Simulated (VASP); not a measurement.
# SiC (F-43m): a series in biaxial strain in the (001) plane, part 2 of 2

Wanted: the response of SiC to biaxial strain in the (001) plane, as a table, with a fit that predicts a row left out.

VASP 6.6.1, plane waves and PAW; the level of theory is named at each step.

So far: The structure; Relax the crystal, LDA; Strain along the normal, LDA; Band edges, HSE06.

## 5. Band edges, LDA

Short lines in KPOINTS_OPT sample the zone centre along and across the normal of the plane, for masses, and the other valleys.

Level: LDA; plane waves and PAW (Si, C); cell typed or built by script.

Contents of INCAR:

```
SYSTEM = SiC
PREC = Accurate
ENCUT = 600
EDIFF = 1E-06
NELM = 100
ISMEAR = 0
SIGMA = 0.02
LREAL = .FALSE.
ALGO = Normal
GGA = CA
NBANDS = 9
LWAVE = .FALSE.
LCHARG = .FALSE.
KPAR = 4
```

Contents of POSCAR:

```
SiC
1.0
    0.0000000000      2.1544142190      2.1728621210
    2.1544142190      0.0000000000      2.1728621210
    2.1544142190      2.1544142190      0.0000000000
Si C
1 1
Direct
    0.0000000000      0.0000000000      0.0000000000
    0.2500000000      0.2500000000      0.2500000000
```

Contents of KPOINTS:

```
Automatic mesh
0
Gamma
9 9 9
0 0 0
```

Contents of KPOINTS_OPT:

```
Line mode
6
Line-mode
Reciprocal
  0.00000000   0.00000000   0.00000000
  0.01729109   0.01729109   0.00000000

  0.00000000   0.00000000   0.00000000
 -0.00000000  -0.01714428  -0.01714428

  0.31000000   0.31000000   0.00000000
  0.50000000   0.50000000   0.00000000

  0.00000000   0.31000000   0.31000000
  0.00000000   0.50000000   0.50000000

  0.45000000   0.45000000   0.45000000
  0.50000000   0.50000000   0.50000000

  0.45000000   0.00000000   0.00000000
  0.50000000   0.00000000   0.00000000

  0.42500000   0.42500000   0.00000000
  0.42500000   0.44214428   0.01714428

  0.50000000   0.50000000   0.50000000
  0.48787716   0.51212284   0.50000000
```

The projector-augmented-wave data sets are Si and C (LDA family, release 64).

Run with:

```sh
$ mpirun -np 4 vasp_std
```

The program printed:

```text
[... set-up lines as in an earlier step ...]
 entering main loop
       N       E                     dE             d eps       ncg     rms          rms(c)
DAV:   1     0.439908227921E+01    0.43991E+01   -0.43817E+03  1390   0.843E+02
DAV:   2    -0.181575851302E+02   -0.22557E+02   -0.21703E+02  1893   0.121E+02
DAV:   3    -0.187528146175E+02   -0.59523E+00   -0.59440E+00  1526   0.189E+01
DAV:   4    -0.187552440820E+02   -0.24295E-02   -0.24293E-02  1805   0.149E+00
[...]
DAV:   9    -0.166427492644E+02    0.31922E-03   -0.14702E-03  1856   0.254E-01    0.937E-02
DAV:  10    -0.166427600549E+02   -0.10791E-04   -0.95639E-05  1433   0.709E-02    0.291E-02
DAV:  11    -0.166427603190E+02   -0.26409E-06   -0.34897E-06  1679   0.128E-02
   1 F= -.16642760E+02 E0= -.16642760E+02  d E =-.991054E-31
 Start KPOINTS_OPT (optional k-point list driver)
k-point batch [1-48\48]
       N       E                     dE             ncg
DAV:   1     0.272280763995E+04   -0.11535E+05      897
DAV:   2     0.155893158237E+04   -0.11639E+04     1341
DAV:   3     0.153444515403E+04   -0.24486E+02      973
DAV:   4     0.153435072797E+04   -0.94426E-01     1142
DAV:   5     0.153435041372E+04   -0.31426E-03      979
DAV:   6     0.153435041114E+04   -0.25762E-05     1227
DAV:   7     0.153435041113E+04   -0.40743E-08      754
```

Run time: 2.2 s. Hardware: 4 MPI ranks of Intel Xeon 6975P-C (Granite Rapids), shared host; peak memory 0.52 GiB; 6.5 s of CPU time.

From OUTCAR (step 5):

```text
  Total        0.2870480      0.2870480      0.0019532      0.0000000      0.0000000      0.0000000
  in kB       22.8005105     22.8005105      0.1551456      0.0000000      0.0000000      0.0000000
  external PRESSURE =      15.2520555 kB  Pullay stress =       0.0000000 kB

  FREE ENERGIE OF THE ION-ELECTRON SYSTEM (eV)
  ---------------------------------------------------
  free  energy   TOTEN  =       -16.6427603190 eV

  energy  without entropy=      -16.6427603190  energy(sigma->0) =      -16.64276032

[... 2 parts as in an earlier step ...]

[... 2 further parts left out ...]
[key lines of the parts left out:]
E-fermi :   8.5302
```

Numbers from this step:

```
energy(sigma→0) of the program : -16.6428 eV
stress, compression positive   : xx, yy, zz 2.28, 2.28, 0.02 GPa
```

The run ends at a pressure of 1.53 GPa.

## 6. The whole series

LASPH is off in runs at LDA and on in runs at HSE06.

Hybrid runs start from orbitals of a short LDA run, not shown.

Runs beyond LDA use the data sets made with LDA; this shifts their levels slightly, and their total energies have another zero.

The other members went through these steps as far as the tables show, with the same cutoff and, step by step, the same mesh; 35 runs are not shown. The session took 0.65 core hours (wall time by ranks) on a shared machine.

| in-plane strain (%) | strain along the normal (%) | in-plane stress, tension positive (GPa) | energy above the unstrained row (meV/atom) | gap on the mesh, LDA (eV) |
| --- | --- | --- | --- | --- |
| -2.000 | 1.378 | -9.538 | 12.105 | 1.081 |
| -1.000 | 0.699 | -4.608 | 3.051 | 1.185 |
| -0.500 | 0.352 | -2.269 | 0.798 | 1.237 |
| 0 | 0.000 | -0.009 | 0.000 | 1.289 |
| 0.500 | -0.354 | 2.180 | 0.616 | 1.204 |
| 1.000 | -0.715 | 4.291 | 2.597 | 1.121 |
| 2.000 | -1.447 | 8.310 | 10.489 | 0.960 |

Slopes at zero strain, from cubics through all rows: strain ratio -0.707, stress over strain 445 GPa. For a cubic crystal strained in (001) the ratio is −2C₁₂/C₁₁.

Band edges at HSE06, counted from the valence-band top at Γ, with one row partly withheld:

| in-plane strain (%) | gap (eV) | conduction band at Γ (eV) | Δ or X valley along z (eV) | Δ or X valley along x (eV) | lowest conduction level at L, [111] (eV) | lowest conduction level at L, [-111] (eV) | second valence level below the top (eV) | third valence level below the top (eV) |
| --- | --- | --- | --- | --- | --- | --- | --- | --- |
| -2.000 | 2.037 | 8.048 | 2.367 | 2.037 | 6.854 | 6.854 | 0.000 | 0.254 |
| -1.000 | 2.140 | 7.927 | 2.305 | 2.141 | 6.886 | 6.886 | 0.000 | 0.123 |
| -0.500 | 2.192 | 7.866 | 2.274 | 2.192 | 6.870 | 6.870 | 0.000 | 0.061 |
| 0 | 2.243 | 7.805 | 2.243 | 2.243 | 6.834 | 6.834 | 0.000 | 0.000 |
| 0.500 | 2.155 | 7.683 | 2.155 | 2.236 | 6.723 | 6.723 | 0.059 | 0.059 |
| 1.000 | ? | 7.563 | ? | 2.229 | 6.600 | 6.600 | 0.117 | 0.117 |
| 2.000 | 1.898 | 7.326 | 1.898 | 2.219 | 6.330 | 6.330 | 0.228 | 0.228 |

Band edges at LDA, counted from the valence-band top at Γ:

| in-plane strain (%) | gap (eV) | conduction band at Γ (eV) | Δ or X valley along z (eV) | Δ or X valley along x (eV) | lowest conduction level at L, [111] (eV) | lowest conduction level at L, [-111] (eV) | second valence level below the top (eV) | third valence level below the top (eV) |
| --- | --- | --- | --- | --- | --- | --- | --- | --- |
| -2.000 | 1.080 | 6.740 | 1.403 | 1.080 | 5.572 | 5.572 | 0.000 | 0.246 |
| -1.000 | 1.185 | 6.629 | 1.345 | 1.185 | 5.608 | 5.608 | 0.000 | 0.120 |
| -0.500 | 1.237 | 6.573 | 1.317 | 1.237 | 5.595 | 5.595 | 0.000 | 0.059 |
| 0 | 1.288 | 6.516 | 1.288 | 1.288 | 5.564 | 5.564 | 0.000 | 0.000 |
| 0.500 | 1.204 | 6.401 | 1.204 | 1.283 | 5.459 | 5.459 | 0.057 | 0.057 |
| 1.000 | 1.120 | 6.287 | 1.120 | 1.278 | 5.344 | 5.344 | 0.113 | 0.113 |
| 2.000 | 0.960 | 6.064 | 0.960 | 1.274 | 5.090 | 5.090 | 0.220 | 0.220 |

## 7. Fit and prediction

The quantity to fit is the splitting of the Δ or X valleys (z less x) at HSE06: 0.330, 0.164, 0.082, 0.000, -0.081, -0.321 eV in the rows shown.

Fitting a parabola to the 6 known rows (d: strain along the axis less the strain across it, in %) gives E = 6.84e-4 d² + 0.09539 d + 3.23e-6 in eV; the residuals are 2.7e-5 eV r.m.s.

For the withheld row, d = -1.715, the fit gives -0.1616 eV.

## 8. The withheld row

The calculation gives -0.1616 eV, so the prediction is right to the last digit shown.

The splitting is Ξu times d, with d as a fraction, so the linear term gives Ξu = 9.5 eV.

## 9. Results

* ratio of normal to in-plane strain: -0.707
* biaxial modulus: 445 GPa
* gap of the unstrained cell, HSE06: 2.24 eV
* gap of the unstrained cell, LDA: 1.29 eV
* shear deformation potential Ξu of the Δ or X valleys: 9.5 eV
* error of the predicted row: 0.0 meV
* valence shear potential |b|, HSE06: 2.35 eV

**Reading.** As a check, the curvature of the energy gives 446 GPa for the same modulus (energy per volume = M × strain²), 0 % from the slope of the stress. The energy also has a linear term worth 0.13 GPa that the stress column lacks, a mark of the finite basis. At HSE06 the lowest conduction valley is Δ or X throughout, and the gap runs between 1.90 and 2.24 eV. At LDA the lowest conduction valley is Δ or X throughout, and the gap runs between 0.96 and 1.29 eV. Without spin-orbit coupling the three valence levels split by 3|b| times the difference of the strains; the rows within 1 % give |b| = 2.35 eV. Hole masses are left out throughout, since the top bands are degenerate or cross in many series; of conduction masses, those of the Γ, L and (for Si and Ge under (001) strain) Δ valleys are kept where they change by under an eighth between rows. A measured gap of unstrained SiC is 2.39 eV (arxiv:2009.14696, band gap at cryogenic temperature, temperature not given); the static gaps here belong to the lattice relaxed at LDA. HSE06 ran on a coarser mesh than the semilocal levels. Semilocal gaps are as a rule too small. Spin-orbit coupling is left out at HSE06 and LDA, so the valence splittings there lack it. Δ or X levels are the lowest on their line, refined by a parabola unless they lie at X; the gap is read from all points sampled and can differ from the lowest valley by some meV, or by tens of meV where strain moves the valence top off Γ. Temperature, zero-point motion and excitons are left out.

[Lines on the potential files, build, host, timing and source positions are cut from VASP's logs without a mark.]

[Logs are printed without paths, hosts, clocks, repeated set-up lines and the standing remarks that a program may print on its own settings, such as how far it seeks lower states.]

[Hosts, paths, dates, database ids (printed as entryN), source tags and the programs' standing remarks are cut or masked in the printed files.]

[In band tables of VASP the shares of atoms and orbitals are scaled to a sum of 1 inside the atoms' spheres.]
